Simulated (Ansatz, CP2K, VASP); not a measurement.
**BaTiO3: 3 runs at one level of theory**

```xyz
5
Lattice="3.9998 0.0000 0.0000 0.0000 3.9998 0.0000 0.0000 0.0000 4.0180" Properties=species:S:1:pos:R:3 pbc="T T T"
Ba    0.0000    0.0000    0.0000
Ti    1.9999    1.9999    1.9688
O     0.0000    1.9999    2.0773
O     1.9999    0.0000    2.0773
O     1.9999    1.9999    0.0763
```

Alike in all runs: task single point; functional PBE; k mesh 7 × 7 × 7; occupations gaussian, width 0.012 eV; no spin polarisation; no spin-orbit coupling. Pressure is positive in compression and, in plane waves, holds the error of the finite cutoff, which Ansatz's Pulay term estimates and takes out.

```tsv
program and potentials	plane-wave cutoff (eV)	notes	pressure (GPa)	largest force (eV/Å)
Ansatz, Ansatz PAW	420	Pulay term of +0.54 GPa included	2.43	0.311
CP2K, POTENTIAL_UZH Ba GTH-PBE-q10, Ti GTH-PBE-q12, O GTH-PBE-q6; TZVP-MOLOPT-PBE-GTH basis	-	atomic basis	4.08	-
VASP, PBE PAW files Ba_sv, O, Ti_sv, 520 eV	520	-	?	?
```

**Question.** Estimate from the other rows what the run with VASP, PBE PAW files Ba_sv, O, Ti_sv, 520 eV gave.

**Answer.** Pressure 4.22 GPa; largest force 0.274 eV/Å. The other rows, which needn't bracket it: pressure 2.43 to 4.08; largest force 0.311.
